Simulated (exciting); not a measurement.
**Al: equation of state with PBE**

Crystal: Al.

```
Al
1.0
    -1.59122    1.59122    1.59122
     1.59122   -1.59122    1.59122
     1.59122    1.59122   -1.59122
Al
1
Direct
  0.00000 0.00000 0.00000
```

This isn't the form of Al at room conditions, which is fcc.

```json
{"Program": "exciting (release sodium)", "Task": "equation of state", "Functional": "PBE", "Potentials or basis": "all-electron LAPW+lo, shipped species files, valence relativity iora*", "rgkmax": "7.5", "k mesh": "12 × 12 × 12", "Occupations": "fermi-dirac, width 0.05 eV", "Spin": "no spin polarisation", "gmaxvr (cutoff of density and potential)": "14 1/bohr", "lmaxapw (and lmaxmat)": "10", "lmaxvr": "8", "nempty": "8", "Valence relativity": "iora*", "Muffin-tin radii": "Al 2.0 bohr"}
```

```
Equilibrium volume                      : 16.94 Å³/atom
Bulk modulus                            : 71 GPa
Pressure derivative of the bulk modulus : 3.6 (rough: it moves with the points fitted)
```

Energy against volume, from the lowest point:
```
volume (Å³/atom)  energy (meV/atom)
          15.149              49.59
          15.471              32.32
          15.793              18.98
          16.116               9.34
          16.438               3.37
          16.760               0.15
          17.083               0.00
```
